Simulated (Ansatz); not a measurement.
GaN (started from an entry of an open crystallographic database), relaxed with r2SCAN in the plane-wave code Ansatz. It is hexagonal, P6_3mc (No. 186); conventional cell a = 3.183 Å, c = 5.184 Å, 11.37 Å³ an atom. Around Ga lie 4 N at 1.95 Å; around N lie 4 Ga at 1.95 Å.

The axes x, y and z are those of this cell:
```
Ga N
1.0
     3.18315    0.00000    0.00000
    -1.59157    2.75669    0.00000
     0.00000    0.00000    5.18363
Ga N
2 2
Direct
  0.33333 0.66667 0.99911
  0.66667 0.33333 0.49911
  0.33333 0.66667 0.37589
  0.66667 0.33333 0.87589
```

Unstrained: PBE gives a direct gap of 1.934 eV at Γ. The r2SCAN gap is direct at Γ: 2.351 eV. The HSE06 gap is direct at Γ: 3.199 eV. Meshes: PBE 12×12×6, r2SCAN 12×12×6, HSE06 6×6×4. Strains are changes of length per length. After each strain the atoms were relaxed again with r2SCAN within the symmetry that the strain leaves, so tilts or polar shifts that break it weren't tested; points keep the names that they have in the unstrained zone. The values are computed, spin-unpolarised, and not measurements.

Question: Apply biaxial +4.46 % in x and y, z held. How far does the gap move, against the unstrained cell?

Answer: PBE: the gap goes from 1.934 to 1.288 eV (-0.646 eV); with r2SCAN the top three valence levels at Γ, grouped 2+1 from the top over 36 meV, become 1+2 over 159 meV. r2SCAN: the gap goes from 2.351 to 1.670 eV (-0.681 eV). HSE06: the gap goes from 3.199 to 2.470 eV (-0.729 eV). The r2SCAN energy rises by 62.8 meV an atom.

Question: Estimate what uniaxial +1.88 % along z, other directions held does to the gap.

Answer: PBE: the gap goes from 1.934 to 1.737 eV (-0.197 eV); with r2SCAN the top three valence levels at Γ, grouped 2+1 from the top over 36 meV, become 2+1 over 144 meV. r2SCAN: the gap goes from 2.351 to 2.146 eV (-0.205 eV). HSE06: the gap goes from 3.199 to 2.983 eV (-0.216 eV). The r2SCAN energy rises by 4.9 meV an atom.

The meshes of the hybrids are coarse, so their gaps aren't converged to the digits shown.

The splittings at Γ are without spin-orbit coupling, which regroups them where it is of like size or larger.
